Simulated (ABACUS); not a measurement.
Runs of ABACUS 3.10.1 on BP. Symmetry: F-43m, No. 216, cubic system. The conventional cell has a = 4.538 Å, b = 4.538 Å, c = 4.538 Å, α = 90.00°, β = 90.00°, γ = 90.00°. P (site symmetry -43m) is surrounded by 4 B at 1.97 Å. Around B (site symmetry -43m) lie 4 P at 1.97 Å. 

```tsv
level	V0 of scaled cells (Å³/atom)	B0 (GPa)
TPSS	11.75	160
LDA	11.62	166
PBEsol	11.61	166
WC	11.61	166
r2SCAN	(a)	166
PW91	(b)	161
```

Alike in all rows: task equation of state; potentials or basis SG15 ONCV 1.2 PBE, plane waves; no spin polarisation; cell as given; k mesh 7 × 7 × 7; cutoff (eV) 1034; smearing fermi-dirac 0.05 eV.

Question: Fill in the values left out.

Answer: (a) 11.65; (b) 11.71.

Caveats: the potentials were made for another functional, which shifts forces and pressure.

Runs at the PBE level aren't shown here.
